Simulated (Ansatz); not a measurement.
The system is ZrO2.

```xyz
3
Lattice="0.0000 2.5451 2.5451 2.5451 0.0000 2.5451 2.5451 2.5451 0.0000" Properties=species:S:1:pos:R:3 pbc="T T T"
Zr    0.0000    0.0000    0.0000
O     3.8176    3.8176    3.8176
O     1.2725    1.2725    1.2725
```

Measurements of this composition are mostly on another form, of space group No. 14.

Below is the output of Ansatz 0.2.0 for this cell. Logs are shortened: lines on timing, memory, paths and dates and some standing lists are left out, and cuts for length are marked.

```text
Warning: output.stress: scf.convergence.dr2_threshold = 1e-7 eV (the SCF's general default) is looser than the 3e-10 eV advised for a printed stress (1e-10 eV for each atom of the cell: 3). What an SCF threshold leaves in a stress goes as its square root, and in the free energy as the threshold itself, and one threshold admits the most on a small cell: of the crystals measured, under no hybrid functional and no lock of the moments, on runs that ended without the residual-converged pass, on stresses that held no estimate of that error, the worst erred by over 100 MPa in a component at 1e-7 eV an atom and by under 5 at 1e-10. Set scf.convergence.dr2_threshold to 3e-10 eV or tighter. The threshold is an SCF's pass mark: one that does not reach it within its budget of iterations ends unconverged, or closes short of it on a stop that the run arms, and scf.convergence.dr2_threshold's page says what that costs each kind of run
Warning: output.stress: scf.exx.energy_threshold = 1e-6 eV is looser than the 3e-8 eV advised for a stress under a hybrid functional (1e-8 eV for each atom of the cell: 3). Every SCF of the exchange loop can meet its threshold on dr2 while the loop round them stops early: no threshold on dr2 bounds what that leaves in the stress. Set scf.exx.energy_threshold to 3e-8 eV or tighter. The threshold is the loop's pass mark: a loop that does not reach it within its budget of cycles ends unconverged, and scf.exx.energy_threshold's page has the law
Warning: RAYON_NUM_THREADS=2 ignored (pool sized by the plan → 2); use --threads N
scf.n_extra_bands = 7 over 12 filled bands (N_el = 24.0): the run solves 19 bands
Engine: ansatz 0.2.0, aarch64-unknown-linux-gnu
Pseudopotentials: kind: paw
Pseudopotential: Zr, paw, valence charge 12, recommended cutoff 420 eV (normal), Zr.paw.azcp
Pseudopotential: O, paw, valence charge 6, recommended cutoff 420 eV (normal), O.paw.azcp
Functional definition: PBE0
  parameter a = 0.25
  parameter kappa = 0.804
  parameter beta = 0.06672455060314922
  exchange = (1 - a)*pbe_x(kappa = kappa, mu = beta*pi^2/3) + a*exact_x
  correlation = pbe_c(beta = beta)
Crystal: 3 atoms, lattice volume = 32.971 Å³
Basis set: ecut = 420 eV, 645 PW (Γ), exchange–correlation on 50×50×50 points (8 copies of the dense FFT grid, shifted against one another)
Bands: 19, of which v1, the nominal top of the filled ones, is band 12 counted from 1 (11 counted from 0)
Symmetry: 48 space group operations
Space group: Fm-3m (ITA 225), of the structure as read, at distance tolerance 3.2e-5 Å
k-points: 16 of 216
Non-local potential: Zr, projectors of the file, l = 0: 3, l = 1: 2, l = 2: 2, l = 3: 2
Non-local potential: O, projectors of the file, l = 0: 2, l = 1: 2, l = 2: 1
PAW form: soft (Blöchl's): semilocal exchange-correlation on the pseudo side does not see the compensation charge
PAW frozen core: Zr, regenerated for the run's functional, and the local potential with it (the file was generated under x = pbe(κ = 0.804, μ = 0.2195149727645171), c = pbe(β = 0.06672455060314922))
PAW frozen core: O, regenerated for the run's functional, and the local potential with it (the file was generated under x = pbe(κ = 0.804, μ = 0.2195149727645171), c = pbe(β = 0.06672455060314922))
[... 37 lines left out ...]
Free energy (F): -5325.917758 eV
Frozen-core exchange: fock
Harris-Foulkes:  -5325.917758 eV  (|F-HF|=2.28e-10)
Internal energy: -5325.917758 eV  (E = F + TS)
E sigma→0 (E₀):  -5325.917758 eV
Fermi energy:    13.653734 eV
--- Per-component energies (eV) ---
  E_band       = -118.194633
  E_kinetic    = 688.952569
  E_local      = -1136.232379  (includes V_loc(G=0)·N_el)
  E_nonlocal   = 167.539457
  E_hartree    = 375.482471
  E_xc         = -241.073402
  E_vxc        = -295.738460  (∫ρ·V_xc dr)
  E_exx        = -80.915332  (= α·E_x^exact, valence–valence)
  E_paw        = -3260.797230  (= ΣΔE_a)
  E_vpaw       = -131.855661  (= ΣTr[D̂ρ^β])
  E_aug_tail   = 0.004993  (compensation charges beyond the density's cutoff)
  E_ewald      = -1838.446312
  E_core_change = -0.432593  (= ΣΔE_core)
  E_smearing   = -0.000000  (= −TS)
  E_closure    = 0.000001  (closes the sum)
  Σ components = -5325.917758   (vs F -5325.917758, Δ=-9.09e-13)
--- Forces (eV/Å), atoms counted from 1 ---
  atom   1  Zr    -0.00000000    -0.00000000     0.00000000
  atom   2  O     -0.00000000     0.00000000    -0.00000000
  atom   3  O     -0.00000000    -0.00000000     0.00000000
  max |Σ_I F_I| component: 2.89e-18 eV/Å
--- Stress (GPa, compression-positive) ---
       -2.962059       0.000000      -0.000000
        0.000000      -2.962059       0.000000
       -0.000000      -0.000000      -2.962059
  P = ⅓ Tr σ = -2.9621 GPa (-29.621 kbar)
--- Band table (eV; the first three rows and the last of 16) ---
  k-point 0: bands = ["-40.2160", "-16.6015", "-16.6015", "-16.6015", "-9.1631", "-6.4435", "5.0867", "5.0867", "5.0867", "10.1831", "10.1831", "10.1831", "16.5033", "16.5033", "19.6030", "22.8785", "22.8785", "22.8785", "27.6006"]
  k-point 1: bands = ["-40.2030", "-16.8298", "-16.6229", "-16.6229", "-8.7527", "-6.7098", "5.3689", "5.3689", "5.8592", "9.5339", "9.7378", "9.7378", "16.9558", "16.9558", "20.2517", "22.0842", "22.4527", "22.4527", "27.1283"]
  k-point 2: bands = ["-40.1768", "-17.2355", "-16.6654", "-16.6654", "-8.1779", "-6.9211", "5.9451", "5.9451", "7.3355", "8.4852", "9.1257", "9.1257", "17.3097", "17.3097", "19.4498", "21.9542", "21.9542", "22.7240", "26.6438"]
  k-point 15: bands = ["-40.1462", "-17.3290", "-16.9928", "-16.8136", "-7.4836", "-7.0206", "4.9828", "6.4321", "7.7210", "8.6397", "9.2566", "10.6151", "17.3723", "17.9849", "19.2283", "19.9137", "20.6819", "25.8400", "28.2638"]
```

Problem. What input gives this log?

Solution. Band structure with PBE0, no spin polarisation. The files as run (others can give the same):

input.yaml
```yaml
crystal:
  lattice:
    - [0.0, 2.5450727058, 2.5450727058]
    - [2.5450727058, 0.0, 2.5450727058]
    - [2.5450727058, 2.5450727058, 0.0]
  atoms:
    - { symbol: Zr, position: [0.0, 0.0, 0.0] }
    - { symbol: O, position: [0.75, 0.75, 0.75] }
    - { symbol: O, position: [0.25, 0.25, 0.25] }
hamiltonian:
  xc: pbe0
  pseudopotentials: { kind: paw }
kpoints:
  mp_grid: { grid: [6, 6, 6] }
  band_path:
    path:
      - [[0.0, 0.0, 0.0], [0.5, 0.0, 0.5], [0.5, 0.25, 0.75], [0.375, 0.375, 0.75], [0.0, 0.0, 0.0], [0.5, 0.5, 0.5], [0.625, 0.25, 0.625], [0.5, 0.25, 0.75], [0.5, 0.5, 0.5], [0.375, 0.375, 0.75]]
      - [[0.625, 0.25, 0.625], [0.5, 0.0, 0.5]]
    npoints: 4
scf:
  occupations: { method: fermi_dirac, width: 0.05 }
  n_extra_bands: 7
output:
  forces: true
  stress: true
  eigenvalues: true
  fatbands: false
```

Potentials or basis: Ansatz PAW.
Command:
```sh
$ ansatz run input.yaml --threads 2 --pin off --max-ram 5632MiB --backend cpu --events-out ev --progress --plain --runs-dir out
```

Caveat: the pressure holds a Pulay correction of +0.5 GPa for the finite cutoff; the PAW data sets come from PBE, with cores solved anew for the run's functional, which leaves a small shift of forces and pressure; the thresholds are loose for stress.
